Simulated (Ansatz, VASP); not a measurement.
# Ge in VASP and in Ansatz

```xyz
4
Lattice="4.0582 0.0000 0.0000 -2.0291 3.5145 0.0000 0.0000 0.0000 6.6925" Properties=species:S:1:pos:R:3 pbc="T T T"
Ge    2.0291    1.1715    0.4202
Ge    0.0000    2.3430    3.7665
Ge    2.0291    1.1715    2.9260
Ge    0.0000    2.3430    6.2723
```

This isn't the form of Ge at room conditions, which is diamond.

Alike in both runs: functional PBE; k mesh 12 × 12 × 6; occupations gaussian, width 0.1 eV; no spin polarisation.

Ansatz relaxed the structure, and its values are those at the end. VASP's run is a single point on that final structure, the one shown.

|  | VASP | Ansatz |
| --- | --- | --- |
| version | VASP 6.6.1 | Ansatz 0.2.0 |
| potentials or method | VASP PAW PBE potentials, release 64 (Ge_d) | scalar-relativistic, plane waves, PAW |
| plane-wave cutoff (eV) | 520 | 420 |
| valence electrons in the cell | 56 | 56 |

|  | VASP | Ansatz | Ansatz less VASP |
| --- | --- | --- | --- |
| gap on the k mesh at the Fermi level (eV) | none | none | - |
| pressure (GPa) | 0.0 | 0.0 | +0.05 |

A gap of «none» marks a metal or a gap that the smearing closes.
